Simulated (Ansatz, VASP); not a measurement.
## InSb in VASP and in Ansatz

File INCAR:

```
SYSTEM = InSb
ALGO = Normal
EDIFF = 1E-6
ENCUT = 520
ISIF = 2
ISMEAR = 0
LASPH = .TRUE.
LCHARG = .FALSE.
LREAL = .FALSE.
LWAVE = .FALSE.
NBANDS = 16
NELM = 100
PREC = Accurate
SIGMA = 0.15
```

File KPOINTS:

```
k-points
0
G
  12 12 12
  0 0 0
```

Contents of POSCAR:

```
InSb
1.0
    0.0000000000      3.2391000000      3.3362730000
    3.2391000000      0.0000000000      3.3362730000
    3.2391000000      3.2391000000      0.0000000000
In Sb
1 1
Direct
    0.0000000000      0.0000000000      0.0000000000
    0.7500000000      0.7500000000      0.7500000000
```

Input for Ansatz:

```yaml
crystal:
  lattice:
    - [0.0, 3.2391, 3.336273]
    - [3.2391, 0.0, 3.336273]
    - [3.2391, 3.2391, 0.0]
  atoms:
    - { symbol: In, position: [0.0, 0.0, 0.0] }
    - { symbol: Sb, position: [0.75, 0.75, 0.75] }
basis:
  ecutwfc: 420
kpoints:
  mp_grid: { grid: [12, 12, 12] }
hamiltonian:
  xc: lda
scf:
  occupations: { method: gaussian, width: 0.15 }
output:
  forces: true
  stress: true
  eigenvalues: true
```

Change from the starting cell: strain +0.0300 x Voigt [0, 0, 1, 0, 0, 0], atoms carried along.

Alike in both runs: task single point; functional LDA; k mesh 12 × 12 × 12; occupations gaussian, width 0.15 eV; no spin polarisation.

|  | VASP | Ansatz |
| --- | --- | --- |
| version | VASP 6.6.1 | Ansatz 0.2.0 |
| potentials or method | VASP PAW LDA potentials, release 64 (In_d, Sb) | scalar-relativistic, plane waves, PAW |
| plane-wave cutoff (eV) | 520 | 420 |
| valence electrons in the cell | 18 | 28 |

Ansatz gave:

```
gap on the k mesh at the Fermi level (eV)       : none
pressure (GPa)                                  : -1.8
largest component of the traceless stress (GPa) : 0.62
```

**Question.** Estimate VASP's values.

**Answer.** gap on the k mesh at the Fermi level (eV): none; pressure (GPa): -1.7; largest component of the traceless stress (GPa): 0.62.

A gap of «none» marks a metal or a gap that the smearing closes. The two sets of potentials don't hold the same shells in valence.

The runs have no spin-orbit coupling, so splittings on Sb are missing.
